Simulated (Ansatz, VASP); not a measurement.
# PbS in VASP and in Ansatz

File INCAR:

```
SYSTEM = PbS
PREC     = Accurate       ! precision mode
ENCUT    = 520            ! plane-wave cutoff, eV
EDIFF    = 1E-6           ! SCF threshold, eV
ISMEAR   = 0              ! smearing method
SIGMA    = 0.05           ! smearing width, eV
LREAL    = .False.        ! projectors in reciprocal space
LASPH    = .True.         ! aspherical terms in the spheres
NELM     = 100            ! most SCF steps
ALGO     = Normal         ! electronic algorithm
ISIF     = 2              ! what is computed and relaxed
LWAVE    = .False.        ! write WAVECAR
LCHARG   = .False.        ! write CHGCAR
GGA      = PE             ! functional
NBANDS   = 17             ! bands
```

The input KPOINTS:

```
Automatic mesh
0
Gamma
  10 10 10
  0 0 0
```

POSCAR

```
PbS
1.0
    0.0000000000      2.9639250053      2.9639250053
    2.9639250053      0.0000000000      2.9639250053
    2.9639250053      2.9639250053      0.0000000000
Pb S
1 1
Direct
    0.5000000000      0.5000000000      0.5000000000
    0.0000000000      0.0000000000      0.0000000000
```

Input for Ansatz:

```yaml
crystal:
  lattice:
    - [0.0, 2.9639250053, 2.9639250053]
    - [2.9639250053, 0.0, 2.9639250053]
    - [2.9639250053, 2.9639250053, 0.0]
  atoms:
    - { symbol: Pb, position: [0.5, 0.5, 0.5] }
    - { symbol: S, position: [0.0, 0.0, 0.0] }
basis:
  ecutwfc: 420
  ecutrho_ratio: 4
kpoints:
  mp_grid: { grid: [10, 10, 10] }
hamiltonian:
  xc: pbe
scf:
  occupations: { method: gaussian, width: 0.05 }
output:
  forces: true
  stress: true
  eigenvalues: true
```

Alike in both runs: task single point; functional PBE; k mesh 10 × 10 × 10; occupations gaussian, width 0.05 eV; no spin polarisation.

|  | VASP | Ansatz |
| --- | --- | --- |
| version | VASP 6.6.1 | Ansatz 0.2.0 |
| potentials or method | VASP PAW PBE potentials, release 64 (Pb_d, S) | scalar-relativistic, plane waves, PAW |
| plane-wave cutoff (eV) | 520 | 420 |
| valence electrons in the cell | 20 | 20 |

```csv
,VASP,Ansatz,Ansatz less VASP
gap on the k mesh at the Fermi level (eV),0.36,0.35,-0.007
least direct gap on the mesh (eV),0.36,0.35,-0.007
pressure (GPa),2.3,2.4,+0.08
```

With one functional, cell and mesh, what is left measures potentials, basis and numerics.

Caveats: spin-orbit coupling is left out, which as a rule narrows the gap of such compounds by several tenths of an eV.
